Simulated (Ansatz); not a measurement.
Rocksalt RbBr, relaxed with r2SCAN in the plane-wave code Ansatz. The symmetry is Fm-3m (No. 225, cubic); conventional cell a = 6.922 Å, 41.45 Å³ an atom. Rb has 6 Br at 3.46 Å; Br has 6 Rb at 3.46 Å.

The axes x, y and z are those of this cell:
```yaml
crystal:
  lattice:
    - [0.00000, 3.46083, 3.46083]
    - [3.46083, 0.00000, 3.46083]
    - [3.46083, 3.46083, 0.00000]
  atoms:
    - { symbol: Rb, position: [0.00000, 0.00000, 0.00000] }
    - { symbol: Br, position: [0.50000, 0.50000, 0.50000] }
```

Unstrained: PBE gives a direct gap of 4.291 eV at Γ. r2SCAN gives a direct gap of 4.893 eV at Γ. HSE06 gives a direct gap of 5.443 eV at Γ. Meshes: PBE 6×6×6, r2SCAN 6×6×6, HSE06 4×4×4. Strains are changes of length per length, and xy shears are angles. After each strain the atoms were relaxed again with r2SCAN in this cell and within any symmetry left, so distortions that break it or need a larger cell weren't tested; points keep the names that they have in the unstrained zone. No spin polarisation and no zero-point or thermal motion.

(1) Estimate what epitaxial -0.5 % in the plane normal to [111], free normal strain +0.72 % does to the gap.

(2) Apply uniaxial +2.5 % along z, other directions held. How far does the gap move, against the unstrained cell?

(3) Apply epitaxial -1.5 % in the xy plane, free normal strain +0.41 %. How far does the gap move, against the unstrained cell?

(4) Apply xy shear, engineering strain (angle) +2.5 %. How far does the gap move, against the unstrained cell?

(5) Apply isotropic -2.5 % on every length. How far does the gap move, against the unstrained cell?

(6) Order the strained cells by their HSE06 gap, smallest first.
A. isotropic -2.5 % on every length
B. epitaxial -0.5 % in the plane normal to [111]
C. epitaxial -1.5 % in the xy plane
D. uniaxial +2.5 % along z, other directions held
E. xy shear, engineering strain (angle) +2.5 %

## Answers

(1) PBE: the gap goes from 4.291 to 4.291 eV (0.000 eV); with r2SCAN the top three valence levels at Γ, degenerate before, become 2+1 from the top over 20 meV. r2SCAN: the gap goes from 4.893 to 4.893 eV (0.000 eV). HSE06: the gap goes from 5.443 to 5.444 eV (+0.001 eV). The r2SCAN energy rises by 0.1 meV an atom.

(2) PBE: the gap goes from 4.291 to 4.223 eV (-0.068 eV); with r2SCAN the top three valence levels at Γ, degenerate before, become 2+1 from the top over 22 meV. r2SCAN: the gap goes from 4.893 to 4.822 eV (-0.071 eV). HSE06: the gap goes from 5.443 to 5.370 eV (-0.073 eV). The r2SCAN energy rises by 2.3 meV an atom.

(3) PBE: the gap goes from 4.291 to 4.348 eV (+0.057 eV); with r2SCAN the top three valence levels at Γ, degenerate before, become 2+1 from the top over 23 meV. r2SCAN: the gap goes from 4.893 to 4.952 eV (+0.059 eV). HSE06: the gap goes from 5.443 to 5.507 eV (+0.064 eV). The r2SCAN energy rises by 2.5 meV an atom.

(4) PBE: the gap goes from 4.291 to 4.269 eV (-0.022 eV); with r2SCAN the top three valence levels at Γ, degenerate before, become 1+1+1 from the top over 40 meV. r2SCAN: the gap goes from 4.893 to 4.871 eV (-0.022 eV). HSE06: the gap goes from 5.443 to 5.421 eV (-0.022 eV). The r2SCAN energy rises by 0.3 meV an atom.

(5) PBE: the gap goes from 4.291 to 4.487 eV (+0.196 eV). r2SCAN: the gap goes from 4.893 to 5.098 eV (+0.205 eV). HSE06: the gap goes from 5.443 to 5.657 eV (+0.214 eV). The r2SCAN energy rises by 11.9 meV an atom.

(6) D (5.37 eV), E (5.42 eV), B (5.44 eV), C (5.51 eV), A (5.66 eV).

Spin-orbit coupling is left out.

The meshes of the hybrids are coarse, so their gaps aren't converged to the digits shown.

The splittings at Γ are without spin-orbit coupling, which is tenths of an eV in such compounds, regroups them and changes the shifts of the gap.
